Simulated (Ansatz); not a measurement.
# SiGe: strain energy, fitted

SiGe, P6_3mc, a = 3.904 Å, c = 6.454 Å. The structure is a Materials Project entry; whether it is the stable form wasn't checked. Ansatz: r2SCAN, PAW, 500 eV, Γ-centred 12×12×4 mesh on 4 atoms, Gaussian smearing 0.02 eV; no spin polarisation. Series: biaxial strain in the a-b plane, c and atoms relaxed; x is the strain in per cent. y is the free energy over the unstrained cell, V0 = 21.300 Å³/atom.

```tsv
x (%)	y (meV/atom)
-3.0	?
-2.0	12.01
-1.0	2.93
0.0	0.00
1.0	2.85
2.0	11.09
3.0	24.33
```

Question: Fit y = c2 x² + c3 x³ to the other rows, turn c2 into a modulus, and predict the missing energy.

Answer: Least squares on the rows shown. y = 2.8843 x² − 0.059855 x³. In eV per unit strain² c2 is 28.84; M is the biaxial modulus (E = M V0 ε²): 28.84 × 160.2 / (21.300) = 217 GPa. At x = -3.0 the fit asked for gives 27.57 meV/atom. The run gave 27.61 meV/atom, so the fit is 0.04 meV/atom too low, within twice the rms miss on the fitted rows (0.02 meV/atom).